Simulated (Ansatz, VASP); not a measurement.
## One calculation of Pb, two programs

Contents of POSCAR:

```
Pb
1.0
   -1.9931114389      1.9931114389      1.9931114389
    1.9931114389     -1.9931114389      1.9931114389
    1.9931114389      1.9931114389     -1.9931114389
Pb
1
Direct
    0.0000000000      0.0000000000      0.0000000000
```

Contents of INCAR.step1:

```
ALGO     = Normal         # electronic algorithm
EDIFF    = 1E-4           # SCF threshold, eV
ENCUT    = 520            # plane-wave cutoff, eV
GGA      = PE             # functional
ISMEAR   = 0              # smearing method
LASPH    = T              # aspherical terms in the spheres
LCHARG   = F              # write CHGCAR
LREAL    = F              # projectors in reciprocal space
LWAVE    = T              # write WAVECAR
NBANDS   = 13             # bands
NELM     = 60             # most SCF steps
PREC     = Accurate       # precision mode
SIGMA    = 0.05           # smearing width, eV
```

Contents of INCAR.step2:

```
ALGO     = Normal         # electronic algorithm
EDIFF    = 1E-7           # SCF threshold, eV
ENCUT    = 520            # plane-wave cutoff, eV
ISIF     = 2              # what is computed and relaxed
ISMEAR   = 0              # smearing method
ISTART   = 1            
LASPH    = T              # aspherical terms in the spheres
LCHARG   = F              # write CHGCAR
LMIXTAU  = T            
LREAL    = F              # projectors in reciprocal space
LWAVE    = F              # write WAVECAR
METAGGA  = R2SCAN         # meta-GGA
NBANDS   = 13             # bands
NELM     = 60             # most SCF steps
PREC     = Accurate       # precision mode
SIGMA    = 0.05           # smearing width, eV
```

Contents of KPOINTS:

```
k-points
0
Gamma
  14 14 14
```

Input for Ansatz:

```yaml
crystal:
  lattice:
    - [-1.9931114389, 1.9931114389, 1.9931114389]
    - [1.9931114389, -1.9931114389, 1.9931114389]
    - [1.9931114389, 1.9931114389, -1.9931114389]
  atoms:
    - { symbol: Pb, position: [0.0, 0.0, 0.0] }
basis:
  ecutwfc: 500
  ecutrho_ratio: 4
kpoints:
  mp_grid: { grid: [14, 14, 14] }
hamiltonian:
  xc: r2scan
scf:
  occupations: { method: gaussian, width: 0.05 }
output:
  forces: true
  stress: true
  eigenvalues: true
```

Alike in both runs: task single point; functional r2SCAN; k mesh 14 × 14 × 14; occupations gaussian, width 0.05 eV; no spin polarisation.

```csv
,VASP,Ansatz
version,VASP 6.6.1,Ansatz 0.2.0
potentials or method,"VASP PAW PBE potentials, release 64 (Pb_d)","scalar-relativistic, plane waves, PAW"
plane-wave cutoff (eV),520,500
valence electrons in the cell,14,14
```

```tsv
	VASP	Ansatz	Ansatz less VASP
gap on the k mesh at the Fermi level (eV)	none	none	-
pressure (GPa)	-1.0	-1.0	-0.01
```

A gap of «none» marks a metal or a gap that the smearing closes. With one functional, cell and mesh, what is left measures potentials, basis and numerics.

Caveats: the PAW data sets were made with another functional, which shifts forces and pressure a little (VASP). Spin-orbit coupling is left out, which matters for the levels of Pb.
